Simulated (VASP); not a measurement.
Pb:

```
Pb
1.0
     3.48000    0.00000    0.00000
    -1.74000    3.01377    0.00000
     0.00000    0.00000    5.59000
Pb
2
Cartesian
  1.7400 1.0046 4.1925
  0.0000 2.0092 1.3975
```

This isn't the form of Pb at room conditions, which is fcc.

* Program: VASP 6.6.1
* Task: relaxation of cell and atoms
* Functional: PBE
* Potentials or basis: VASP PAW PBE potentials, release 64 (Pb_d)
* Cutoff: 600 eV
* k mesh: 7 × 7 × 4
* Occupations: fermi-dirac, width 0.05 eV
* Spin: spin-orbit coupling, no magnetisation

At the start: pressure 4.0 GPa; volume 29.31 Å³/atom.

Task: How do energy, volume and symmetry change on relaxing?

Result: Over 7 steps the energy falls by 33.6 meV/atom and the volume is 32.23 Å³/atom (+9.9 %); space group P6_3/mmc (No. 194, to 0.05 Å).

The path:
```tsv
step	energy change (eV)	largest force (eV/Å)	pressure (GPa)	volume (Å³)
1	0.0000	0.0000	3.97	58.63
2	-0.0648	0.0000	-0.33	65.00
3	-0.0654	0.0000	0.01	64.37
4	-0.0654	0.0000	-0.03	64.49
5	-0.0661	0.0000	-0.07	64.49
6	-0.0671	0.0000	-0.01	64.47
7	-0.0671	0.0000	0.00	64.46
```

Final structure:
```
Pb
1.0
     3.62784    0.00000    0.00000
    -1.81392    3.14180    0.00000
     0.00000    0.00000    5.65534
Pb
2
Direct
  0.66667 0.33333 0.75000
  0.33333 0.66667 0.25000
```
